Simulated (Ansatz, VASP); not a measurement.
## Cross-check of SnSe2 between VASP and Ansatz

Aim: how closely do two programs agree when they are given the same cell, functional and k mesh?

Calculated with Ansatz 0.2.0; plane waves, with VASP 6.6.1 beside it; single point at PBE.

## 1. The starting structure

The cell holds 54 atoms: 18 Sn and 36 Se. Its edges and angles: a = 11.433 Å, b = 11.433 Å, c = 12.272 Å, α = 90.0°, β = 90.0°, γ = 120.0°. It derives from SnSe2, repeated 3×3×2. Nearest the centre at fractional (0.000, 0.000, 0.000): Sn1 at 0.00 Å, Se37 at 2.68 Å, Se36 at 2.68 Å, Se53 at 2.68 Å, Se41 at 2.68 Å, Se20 at 2.68 Å, Se32 at 2.68 Å, Sn5 at 3.81 Å.

## 2. VASP: single point, PBE

A single point gives forces, pressure and levels at one fixed geometry, so differences don't come from the geometry; what else differs is listed under the comparison.

Lines of VASP's logs that name or quote its potential files are left out, and so is its time.

Input file INCAR:

```
SYSTEM = SnSe2
PREC = Accurate
ENCUT = 400
EDIFF = 1E-06
NELM = 100
ISMEAR = 0
SIGMA = 0.05
LREAL = Auto
ALGO = Normal
GGA = PE
LWAVE = .FALSE.
LCHARG = .FALSE.
NCORE = 8
ICORELEVEL = 1
```

Input file POSCAR:

```
SnSe2
1.0
   11.4330000000      0.0000000000      0.0000000000
   -5.7165000000      9.9012684414      0.0000000000
    0.0000000000      0.0000000000     12.2720000000
Sn Sn Se
1 17 36
Direct
    0.0000000000      0.0000000000      0.0000000000
    0.0000000000      0.0000000000      0.5000000000
    0.0000000000      0.3333333333      0.0000000000
    0.0000000000      0.3333333333      0.5000000000
    0.0000000000      0.6666666667      0.0000000000
    0.0000000000      0.6666666667      0.5000000000
    0.3333333333      0.0000000000      0.0000000000
    0.3333333333      0.0000000000      0.5000000000
    0.3333333333      0.3333333333      0.0000000000
    0.3333333333      0.3333333333      0.5000000000
    0.3333333333      0.6666666667      0.0000000000
    0.3333333333      0.6666666667      0.5000000000
    0.6666666667      0.0000000000      0.0000000000
    0.6666666667      0.0000000000      0.5000000000
    0.6666666667      0.3333333333      0.0000000000
    0.6666666667      0.3333333333      0.5000000000
    0.6666666667      0.6666666667      0.0000000000
    0.6666666667      0.6666666667      0.5000000000
    0.2222222222      0.1111111111      0.3755000000
    0.2222222222      0.1111111111      0.8755000000
    0.2222222222      0.4444444444      0.3755000000
    0.2222222222      0.4444444444      0.8755000000
    0.2222222222      0.7777777778      0.3755000000
    0.2222222222      0.7777777778      0.8755000000
    0.5555555556      0.1111111111      0.3755000000
    0.5555555556      0.1111111111      0.8755000000
    0.5555555556      0.4444444444      0.3755000000
    0.5555555556      0.4444444444      0.8755000000
    0.5555555556      0.7777777778      0.3755000000
    0.5555555556      0.7777777778      0.8755000000
    0.8888888889      0.1111111111      0.3755000000
    0.8888888889      0.1111111111      0.8755000000
    0.8888888889      0.4444444444      0.3755000000
    0.8888888889      0.4444444444      0.8755000000
    0.8888888889      0.7777777778      0.3755000000
    0.8888888889      0.7777777778      0.8755000000
    0.1111111111      0.2222222222      0.1245000000
    0.1111111111      0.2222222222      0.6245000000
    0.1111111111      0.5555555556      0.1245000000
    0.1111111111      0.5555555556      0.6245000000
    0.1111111111      0.8888888889      0.1245000000
    0.1111111111      0.8888888889      0.6245000000
    0.4444444444      0.2222222222      0.1245000000
    0.4444444444      0.2222222222      0.6245000000
    0.4444444444      0.5555555556      0.1245000000
    0.4444444444      0.5555555556      0.6245000000
    0.4444444444      0.8888888889      0.1245000000
    0.4444444444      0.8888888889      0.6245000000
    0.7777777778      0.2222222222      0.1245000000
    0.7777777778      0.2222222222      0.6245000000
    0.7777777778      0.5555555556      0.1245000000
    0.7777777778      0.5555555556      0.6245000000
    0.7777777778      0.8888888889      0.1245000000
    0.7777777778      0.8888888889      0.6245000000
```

Input file KPOINTS:

```
Automatic mesh
0
Gamma
3 3 2
0 0 0
```

Potentials, in the order of the species: Sn_d, Sn_d and Se (PBE family, release 64).

Command:

```bash
$ mpirun -np 8 vasp_std
```

Numbers of over 12 decimals in the logs are rounded to 6 here.

The log of the run:

```text
[banner, memory and clock lines left out]
running    8 mpi-ranks, on    1 nodes
[...]
|                                                                             |
|           W    W    AA    RRRRR   N    N  II  N    N   GGGG   !!!           |
|           W    W   A  A   R    R  NN   N  II  NN   N  G    G  !!!           |
|           W    W  A    A  R    R  N N  N  II  N N  N  G       !!!           |
|           W WW W  AAAAAA  RRRRR   N  N N  II  N  N N  G  GGG   !            |
|           WW  WW  A    A  R   R   N   NN  II  N   NN  G    G                |
|           W    W  A    A  R    R  N    N  II  N    N   GGGG   !!!           |
|                                                                             |
|     For optimal performance we recommend to set                             |
|       NCORE = 2 up to number-of-cores-per-socket                            |
|     NCORE specifies how many cores store one orbital (NPAR=cpu/NCORE).      |
|     This setting can greatly improve the performance of VASP for DFT.       |
|     The default, NCORE=1 might be grossly inefficient on modern             |
|     multi-core architectures or massively parallel machines. Do your        |
|     Unfortunately you need to use the default for GW and RPA                |
|     calculations (for HF NCORE is supported but not extensively tested      |
|     yet).                                                                   |
|                                                                             |

 LDA part: xc-table for (Slater+PW92), standard interpolation
 POSCAR, INCAR and KPOINTS ok, starting setup
[...]
entering main loop
       N       E                     dE             d eps       ncg     rms          rms(c)
DAV:   1     0.558742568678E+04    0.55874E+04   -0.16282E+05  3360   0.167E+03
DAV:   2     0.967992840538E+03   -0.46194E+04   -0.45016E+04  3368   0.464E+02
DAV:   3    -0.103151080028E+03   -0.10711E+04   -0.10121E+04  3848   0.209E+02
DAV:   4    -0.211203927845E+03   -0.10805E+03   -0.10438E+03  3904   0.668E+01
[...]
DAV:  13    -0.211407859405E+03   -0.18504E-04   -0.28861E-05  3928   0.137E-02    0.636E-03
DAV:  14    -0.211407860791E+03   -0.13859E-05   -0.55551E-06  3080   0.661E-03    0.338E-03
DAV:  15    -0.211407860202E+03    0.58882E-06   -0.10156E-06  2248   0.425E-03
   1 F= -.21140786E+03 E0= -.21140786E+03  d E =-.514976E-13
```

From OUTCAR (step 2):

```text
  Total       44.0889833     44.0889833     57.2169537      0.0000000      0.0000000     -0.0000000
  in kB       50.8480475     50.8480475     65.9886022      0.0000000      0.0000000     -0.0000000
  external PRESSURE =      55.8948991 kB  Pullay stress =       0.0000000 kB

 POSITION                                       TOTAL-FORCE (eV/Angst)
 -----------------------------------------------------------------------------------
      0.00000      0.00000      0.00000         0.000000      0.000000     -0.000000
      0.00000      0.00000      6.13600         0.000000      0.000000     -0.000000
     -1.90550      3.30042      0.00000        -0.000342      0.000593     -0.000000
     -1.90550      3.30042      6.13600        -0.000348      0.000602     -0.000000
     -3.81100      6.60085      0.00000         0.000342     -0.000593     -0.000000
     -3.81100      6.60085      6.13600         0.000348     -0.000602     -0.000000
      3.81100      0.00000      0.00000         0.000685      0.000000     -0.000000
      3.81100      0.00000      6.13600         0.000696      0.000000     -0.000000
      1.90550      3.30042      0.00000         0.000342      0.000593     -0.000000
      1.90550      3.30042      6.13600         0.000348      0.000602     -0.000000
     -0.00000      6.60085      0.00000         0.000000      0.000000     -0.000520
     -0.00000      6.60085      6.13600         0.000000      0.000000     -0.000528
      7.62200      0.00000      0.00000        -0.000685      0.000000     -0.000000
      7.62200      0.00000      6.13600        -0.000696      0.000000     -0.000000
[...]
-----------------------------------------------------------------------------------
    total drift:                               -0.000000     -0.000000     -0.000000

  FREE ENERGIE OF THE ION-ELECTRON SYSTEM (eV)
  ---------------------------------------------------
  free  energy   TOTEN  =      -211.4078602022 eV

  energy  without entropy=     -211.4078602022  energy(sigma->0) =     -211.40786020

[... 3 further parts left out ...]
[key lines of the parts left out:]
E-fermi :   4.4472
```

These are scalar-relativistic Kohn-Sham levels of the ground state, with no core hole, so they are not binding energies.

## 3. Ansatz: single point, PBE

Ansatz runs on its default PAW (the set named soft_2) files.

The same cell, functional, mesh and smearing now go to Ansatz, which takes its cutoff from its data sets.

Input file input.yaml:

```yaml
crystal:
  lattice:
    - [11.433, 0.0, 0.0]
    - [-5.7165, 9.9012684414, 0.0]
    - [0.0, 0.0, 12.272]
  atoms:
    - { symbol: Sn, position: [0.0, 0.0, 0.0] }
    - { symbol: Sn, position: [0.0, 0.0, 0.5] }
    - { symbol: Sn, position: [0.0, 0.3333333333, 0.0] }
    - { symbol: Sn, position: [0.0, 0.3333333333, 0.5] }
    - { symbol: Sn, position: [0.0, 0.6666666667, 0.0] }
    - { symbol: Sn, position: [0.0, 0.6666666667, 0.5] }
    - { symbol: Sn, position: [0.3333333333, 0.0, 0.0] }
    - { symbol: Sn, position: [0.3333333333, 0.0, 0.5] }
    - { symbol: Sn, position: [0.3333333333, 0.3333333333, 0.0] }
    - { symbol: Sn, position: [0.3333333333, 0.3333333333, 0.5] }
    - { symbol: Sn, position: [0.3333333333, 0.6666666667, 0.0] }
    - { symbol: Sn, position: [0.3333333333, 0.6666666667, 0.5] }
    - { symbol: Sn, position: [0.6666666667, 0.0, 0.0] }
    - { symbol: Sn, position: [0.6666666667, 0.0, 0.5] }
    - { symbol: Sn, position: [0.6666666667, 0.3333333333, 0.0] }
    - { symbol: Sn, position: [0.6666666667, 0.3333333333, 0.5] }
    - { symbol: Sn, position: [0.6666666667, 0.6666666667, 0.0] }
    - { symbol: Sn, position: [0.6666666667, 0.6666666667, 0.5] }
    - { symbol: Se, position: [0.2222222222, 0.1111111111, 0.3755] }
    - { symbol: Se, position: [0.2222222222, 0.1111111111, 0.8755] }
    - { symbol: Se, position: [0.2222222222, 0.4444444444, 0.3755] }
    - { symbol: Se, position: [0.2222222222, 0.4444444444, 0.8755] }
    - { symbol: Se, position: [0.2222222222, 0.7777777778, 0.3755] }
    - { symbol: Se, position: [0.2222222222, 0.7777777778, 0.8755] }
    - { symbol: Se, position: [0.5555555556, 0.1111111111, 0.3755] }
    - { symbol: Se, position: [0.5555555556, 0.1111111111, 0.8755] }
    - { symbol: Se, position: [0.5555555556, 0.4444444444, 0.3755] }
    - { symbol: Se, position: [0.5555555556, 0.4444444444, 0.8755] }
    - { symbol: Se, position: [0.5555555556, 0.7777777778, 0.3755] }
    - { symbol: Se, position: [0.5555555556, 0.7777777778, 0.8755] }
    - { symbol: Se, position: [0.8888888889, 0.1111111111, 0.3755] }
    - { symbol: Se, position: [0.8888888889, 0.1111111111, 0.8755] }
    - { symbol: Se, position: [0.8888888889, 0.4444444444, 0.3755] }
    - { symbol: Se, position: [0.8888888889, 0.4444444444, 0.8755] }
    - { symbol: Se, position: [0.8888888889, 0.7777777778, 0.3755] }
    - { symbol: Se, position: [0.8888888889, 0.7777777778, 0.8755] }
    - { symbol: Se, position: [0.1111111111, 0.2222222222, 0.1245] }
    - { symbol: Se, position: [0.1111111111, 0.2222222222, 0.6245] }
    - { symbol: Se, position: [0.1111111111, 0.5555555556, 0.1245] }
    - { symbol: Se, position: [0.1111111111, 0.5555555556, 0.6245] }
    - { symbol: Se, position: [0.1111111111, 0.8888888889, 0.1245] }
    - { symbol: Se, position: [0.1111111111, 0.8888888889, 0.6245] }
    - { symbol: Se, position: [0.4444444444, 0.2222222222, 0.1245] }
    - { symbol: Se, position: [0.4444444444, 0.2222222222, 0.6245] }
    - { symbol: Se, position: [0.4444444444, 0.5555555556, 0.1245] }
    - { symbol: Se, position: [0.4444444444, 0.5555555556, 0.6245] }
    - { symbol: Se, position: [0.4444444444, 0.8888888889, 0.1245] }
    - { symbol: Se, position: [0.4444444444, 0.8888888889, 0.6245] }
    - { symbol: Se, position: [0.7777777778, 0.2222222222, 0.1245] }
    - { symbol: Se, position: [0.7777777778, 0.2222222222, 0.6245] }
    - { symbol: Se, position: [0.7777777778, 0.5555555556, 0.1245] }
    - { symbol: Se, position: [0.7777777778, 0.5555555556, 0.6245] }
    - { symbol: Se, position: [0.7777777778, 0.8888888889, 0.1245] }
    - { symbol: Se, position: [0.7777777778, 0.8888888889, 0.6245] }
hamiltonian:
  xc: pbe
  pseudopotentials: { kind: paw }
kpoints:
  mp_grid: { grid: [3, 3, 2] }
scf:
  occupations: { method: gaussian, width: 0.05 }
  n_extra_bands: 17
output:
  forces: true
  stress: true
  eigenvalues: true
```

Command:

```bash
$ ansatz run input.yaml --threads 4 --pin off --max-ram 18432MiB --backend cpu --events-out ev --progress --plain --runs-dir out
```

The log of the run:

```text
scf.n_extra_bands = 17 over 414 filled bands (N_el = 828.0): the run solves 431 bands
Engine: ansatz 0.2.0, aarch64-unknown-linux-gnu
Pseudopotentials: kind: paw
Pseudopotential: Sn, paw, valence charge 14, recommended cutoff 420 eV (normal), Sn.paw.azcp
Pseudopotential: Se, paw, valence charge 16, recommended cutoff 420 eV (normal), Se.paw.azcp
Functional definition: PBE
  parameter kappa = 0.804
  parameter beta = 0.066725
  exchange = pbe_x(kappa = kappa, mu = beta*pi^2/3)
  correlation = pbe_c(beta = beta)
Crystal: 54 atoms, lattice volume = 1389.205 Å³
Basis set: ecut = 420 eV, 27107 PW (Γ), exchange–correlation on 160×160×180 points (8 copies of the dense FFT grid, shifted against one another)
Bands: 431, of which v1, the nominal top of the filled ones, is band 414 counted from 1 (413 counted from 0)
Symmetry: 216 space group operations
Space group: P-3m1 (ITA 164), of the structure as read, at distance tolerance 1.1e-4 Å
k-points: 6 of 18
Non-local potential: Sn, projectors of the file, l = 0: 2, l = 1: 2, l = 2: 2, l = 3: 2
Non-local potential: Se, projectors of the file, l = 0: 2, l = 1: 2, l = 2: 3, l = 3: 1
PAW form: soft (Blöchl's): semilocal exchange-correlation on the pseudo side does not see the compensation charge
PAW one-centre angular grid: Sn, 590 points (default); XC on 64 Gauss nodes
PAW one-centre angular grid: Se, 590 points (default); XC on 64 Gauss nodes
Initial density: superposition of atomic densities (neutral atoms: chi_scale 0, normalization atom), corrected by the library's trained network
Initial wavefunctions: pseudopotential atomic-orbital guess
Functional: x = pbe(κ = 0.804, μ = 0.219515), c = pbe(β = 0.066725)
SCF iter   1: F=—  HF=-305338.949934 eV  |F-HF|=—  |Δ(HF+E_count)|=         —  Δρ=1.51e-3  dr2=4.65e-2  ethr=1.77e-3  ⟨swp⟩=5.7  Hψ=10172  notcnv=0
preconditioner: auto → Resta (q_TF=auto, 2.503 Å⁻¹)  ε∞=3.7  [insulator: Δε(μ)=0.795 eV  Ē_g=13.119 eV  σ=0.050 eV  W_gap=1.00  n_scr=362 (ndim 8)  ℏωp=21.6 eV  f_vac=0.079  D(μ)=0.00/eV (n_scr^D=0)  ε∞_Penn≈3.7]
SCF iter   2: F=—  HF=-305338.925708 eV  |F-HF|=—  |Δ(HF+E_count)|=   2.42e-2  Δρ=7.37e-4  dr2=5.53e-3  ethr=5.62e-6  ⟨swp⟩=2.0  Hψ=5763  notcnv=0  defer=5
SCF iter   3: F=—  HF=-305338.927687 eV  |F-HF|=—  |Δ(HF+E_count)|=   1.98e-3  Δρ=2.96e-4  dr2=6.29e-4  ethr=6.68e-7  ⟨swp⟩=2.0  Hψ=5005  notcnv=0  defer=5
SCF iter   4: F=—  HF=-305338.928034 eV  |F-HF|=—  |Δ(HF+E_count)|=   3.47e-4  Δρ=1.17e-4  dr2=1.13e-4  ethr=7.60e-8  ⟨swp⟩=2.0  Hψ=5005  notcnv=0  defer=5
SCF iter   5: F=—  HF=-305338.927987 eV  |F-HF|=—  |Δ(HF+E_count)|=   4.73e-5  Δρ=2.20e-5  dr2=6.24e-6  ethr=1.37e-8  ⟨swp⟩=2.0  Hψ=3925  notcnv=0  defer=5
SCF iter   6: F=—  HF=-305338.928161 eV  |F-HF|=—  |Δ(HF+E_count)|=   1.75e-4  Δρ=7.22e-6  dr2=1.06e-6  ethr=7.54e-10  ⟨swp⟩=2.0  Hψ=3913  notcnv=0  defer=5
SCF iter   7: F=-305338.928162 eV  HF=-305338.928162 eV  |F-HF|=6.41e-8  |Δ(HF+E_count)|=   9.18e-7  Δρ=1.76e-6  dr2=4.45e-8  ethr=1.21e-11  ⟨swp⟩=7.2  Hψ=14207  notcnv=0
SCF 1 converged in 7 iterations: F = -305338.928162 eV  dr2 = 4.45e-8
  greatest PAW one-centre occupation: 1.000 electrons in one spin orbital (limit 2), on the Se atom at site 53 (counted from 0), in its partial waves of l = 2
SCF converged after 7 iterations
Free energy (F): -305338.928162 eV
Harris-Foulkes:  -305338.928162 eV  (|F-HF|=6.41e-8)
Internal energy: -305338.928162 eV  (E = F + TS)
E sigma→0 (E₀):  -305338.928162 eV
Fermi energy:    8.517734 eV
--- Per-component energies (eV) ---
  E_band       = -15440.074079
  E_kinetic    = 7681.061364
  E_local      = -109819.160219  (includes V_loc(G=0)·N_el)
  E_nonlocal   = -22004.835294
  E_hartree    = 56306.128161
  E_xc         = -10629.530441
  E_vxc        = -5261.157781  (∫ρ·V_xc dr)
  E_paw        = -143349.066539  (= ΣΔE_a)
  E_vpaw       = 1351.807527  (= ΣTr[D̂ρ^β])
  E_aug_tail   = -0.022003  (compensation charges beyond the density's cutoff)
  E_ewald      = -83523.503192
  E_smearing   = -0.000000  (= −TS)
  E_closure    = 0.000000  (closes the sum)
  Σ components = -305338.928162   (vs F -305338.928162, Δ=0.00e0)
--- Forces (eV/Å), atoms counted from 1 ---
  atom   1  Sn     0.00000000     0.00000000    -0.00000000
  atom   2  Sn     0.00000000     0.00000000    -0.00000000
  atom   3  Sn    -0.00000000     0.00000000     0.00000000
  atom   4  Sn    -0.00000000     0.00000000    -0.00000000
  atom   5  Sn     0.00000000     0.00000000     0.00000000
  atom   6  Sn    -0.00000000    -0.00000000     0.00000000
  atom   7  Sn    -0.00000000     0.00000000    -0.00000000
  atom   8  Sn    -0.00000000    -0.00000000    -0.00000000
  atom   9  Sn     0.00000000     0.00000000     0.00000000
  atom  10  Sn    -0.00000000    -0.00000000    -0.00000000
  atom  11  Sn     0.00000000    -0.00000000     0.00000000
  atom  12  Sn    -0.00000000     0.00000000     0.00000000
  atom  13  Sn     0.00000000     0.00000000    -0.00000000
  atom  14  Sn     0.00000000     0.00000000    -0.00000000
  atom  15  Sn    -0.00000000     0.00000000     0.00000000
  atom  16  Sn     0.00000000    -0.00000000     0.00000000
  atom  17  Sn     0.00000000    -0.00000000    -0.00000000
  atom  18  Sn    -0.00000000    -0.00000000     0.00000000
  atom  19  Se     0.00000000    -0.00000000    -0.79048475
  atom  20  Se    -0.00000000    -0.00000000    -0.79048475
  atom  21  Se    -0.00000000    -0.00000000    -0.79048475
  atom  22  Se    -0.00000000    -0.00000000    -0.79048475
  atom  23  Se    -0.00000000    -0.00000000    -0.79048475
  atom  24  Se    -0.00000000    -0.00000000    -0.79048475
[...]
atom  47  Se    -0.00000000     0.00000000     0.79048475
  atom  48  Se     0.00000000     0.00000000     0.79048475
  atom  49  Se     0.00000000     0.00000000     0.79048475
  atom  50  Se     0.00000000     0.00000000     0.79048475
  atom  51  Se    -0.00000000     0.00000000     0.79048475
  atom  52  Se    -0.00000000     0.00000000     0.79048475
  atom  53  Se    -0.00000000     0.00000000     0.79048475
  atom  54  Se     0.00000000     0.00000000     0.79048475
  max |Σ_I F_I| component: 1.78e-15 eV/Å
--- Stress (GPa, compression-positive) ---
        5.023132       0.000000       0.000000
        0.000000       5.023132      -0.000000
       -0.000000      -0.000000       6.550223
  P = ⅓ Tr σ = 5.5322 GPa (55.322 kbar)
--- Band table (eV; the first three rows and the last of 6) ---
  k-point 0: bands = [... 410 lower, 7.9015, 7.9015, 7.9015, 8.1050, 9.2090, 9.3750, 9.3750, 9.3750, ... 13 higher]
  k-point 1: bands = [... 410 lower, 7.8036, 7.8036, 7.8036, 7.8036, 9.1952, 9.1952, 9.1952, 9.1952, ... 13 higher]
  k-point 2: bands = [... 410 lower, 7.9492, 7.9728, 7.9949, 8.1207, 9.0270, 9.3078, 9.6577, 9.6577, ... 13 higher]
  k-point 5: bands = [... 410 lower, 7.8326, 7.8326, 7.8326, 7.8326, 9.4592, 9.4592, 9.4592, 9.4592, ... 13 higher]
```

The job ended after 1.9 min (4 threads of Arm Neoverse V1, shared host; peak memory 11 GiB; 7.5 min of CPU time).

Reading the cycles: dr2 is the Hartree energy of the density residual (eV), the measure of convergence; HF is the Harris–Foulkes estimate of the energy, which meets the free energy F at convergence.

The run ends at a pressure of 5.53 GPa, with forces up to 0.79 eV/Å.

## 4. Side by side

Known differences besides the potentials themselves: the data sets hold 828 valence electrons in Ansatz (default PAW (the set named soft_2) files) and 468 in VASP; the cutoff is 420 eV in Ansatz and 400 eV in VASP (PREC = Accurate, projectors in real space); VASP leaves aspherical gradient terms in its spheres out (LASPH is not set), Ansatz keeps them. Total energies have different zeros and are not compared.

Compared:

```csv
quantity,Ansatz,VASP,difference
pressure (GPa),5.53,5.59,-0.06
gap on the k mesh (eV),0.777,0.768,+0.009
```

Forces on 7 of the 54 atoms, those with the largest forces and the largest differences (eV/Å; atoms numbered as in POSCAR):

| atom | Ansatz x, y, z | VASP x, y, z |
| --- | --- | --- |
| Se26 | 0.000, 0.000, -0.790 | 0.000, 0.002, -0.818 |
| Se27 | 0.000, 0.000, -0.790 | 0.002, -0.001, -0.818 |
| Se28 | 0.000, 0.000, -0.790 | 0.002, -0.001, -0.818 |
| Se34 | 0.000, 0.000, -0.790 | -0.002, -0.001, -0.818 |
| Se39 | 0.000, 0.000, 0.790 | 0.002, 0.001, 0.818 |
| Se45 | 0.000, 0.000, 0.790 | -0.002, 0.001, 0.818 |
| Se47 | 0.000, 0.000, 0.790 | 0.000, -0.002, 0.818 |

The forces differ by 11 meV/Å r.m.s., which is 2.8 % of the r.m.s. force of 0.38 eV/Å (both taken over all components). A gap on the mesh is an upper bound, since the band edges may lie between its points. Ansatz's pressure holds a Pulay correction of 0.04 GPa; VASP's holds none.

## 5. Outcome

```json
{"r.m.s. force difference (single point, PBE)": "2.8 % of the r.m.s. force"}
```

In words: The r.m.s. force difference is 2.8 % of the r.m.s. force (single point, PBE), within the 3 % picked in this series as the mark of a large difference. Such differences can come from data sets, numerical settings and the points named under the comparisons, not from the functional's error against experiment.

[Lines on the potential files, build, host, timing and source positions are cut from VASP's logs without a mark.]

[Logs are printed without paths, hosts, clocks, repeated set-up lines and the standing remarks that a program may print on its own settings, such as how far it seeks lower states.]

[Hosts, paths, dates, database ids (printed as entryN), source tags and the programs' standing remarks are cut or masked in the printed files.]
